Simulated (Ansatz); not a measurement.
## How stiff is this cell of BAs?

Cell: a structure deposited in the COD, whose atoms a relaxation with PBE at fixed cell left in place.

```yaml
crystal:
  lattice:
    - [0.00000, 2.38850, 2.38850]
    - [2.38850, 0.00000, 2.38850]
    - [2.38850, 2.38850, 0.00000]
  atoms:
    - { symbol: B, position: [0.00000, 0.00000, 0.00000] }
    - { symbol: As, position: [0.25000, 0.25000, 0.25000] }
```

Sites (sets of like atoms) are named by element and the number of their first atom in this list.

All values are calculated (Ansatz; DFT, PBE, plane waves and PAW, scalar-relativistic, 420 eV cutoff, Γ-centred 16×16×16 k-points, Fermi–Dirac smearing 0.02 eV), not measured.

The cell is stretched along z (the third Cartesian axis of the run's cell), x and y held, and the ions relax again each time. Tension counts as positive.

| strain along z (%) | stress along z (GPa) | stress along x (GPa) | gap on the k-mesh (eV) |
| --- | --- | --- | --- |
| -3 | -11.5 | -5.3 | 0.71 |
| -2 | -8.5 | -4.4 | 0.87 |
| -1 | -5.6 | -3.5 | 1.04 |
| 0 | -2.8 | -2.8 | 1.20 |
| +1 | ? | ? | ? |
| +2 | 2.7 | -1.4 | 1.07 |
| +3 | 5.4 | -0.9 | 1.01 |

Question: Estimate the row at +1 % from the others.

Answer: stress along z (GPa): 0.0; stress along x (GPa): -2.1; gap on the k-mesh (eV): 1.13. Worked: parabolas through the other 6 rows give 0.0 and -2.1 GPa at +1 %. Their slopes at zero strain are 281 GPa (C₁₁) and 74 GPa (C₁₂). They hold at this cell, where the calculated pressure is 2.8 GPa. The gap follows one line under compression (164 meV per per cent of strain) and another under tension (-64), as when strain splits band edges that were equal; the line on its own side gives 1.13 eV for the withheld row.

PBE gaps are too small, by a third to a half in many semiconductors; their changes with strain are better.

All values belong to this cell and structure model.
